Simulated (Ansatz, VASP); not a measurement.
N in VASP and in Ansatz

```
N
1.0
     4.83078    0.00000    0.00000
     0.00000    4.83078    0.00000
     0.00000    0.00000    4.83078
N
4
Direct
  0.99998 0.99998 0.99998
  0.50002 0.00002 0.49998
  0.49998 0.50002 0.00002
  0.00002 0.49998 0.50002
```

Alike in both runs: functional LDA; k mesh 4 × 4 × 4; occupations gaussian, width 0.02 eV; collinear spin.

Ansatz relaxed the structure, and its values are those at the end. VASP's run is a single point on that final structure, the one shown.

|  | VASP | Ansatz |
| --- | --- | --- |
| version | VASP 6.6.1 | Ansatz 0.2.0 |
| potentials or method | VASP PAW LDA potentials, release 64 (N) | scalar-relativistic, plane waves, PAW |
| plane-wave cutoff (eV) | 520 | 420 |
| valence electrons in the cell | 20 | 20 |

```csv
,VASP,Ansatz,Ansatz less VASP
gap on the k mesh at the Fermi level (eV),1.58,1.72,+0.132
least direct gap on the mesh (eV),1.76,1.89,+0.132
pressure (GPa),-0.1,0.0,+0.07
net moment per atom (μB),3.00,3.00,0.000
size of the moment on the site where the two differ most (μB),1.93,2.87,+0.939
```

Site moments also hang on the region over which each program counts them.

A k mesh can miss the band edges. Expect the measured gap to be larger: semilocal functionals such as LDA lack the derivative discontinuity.
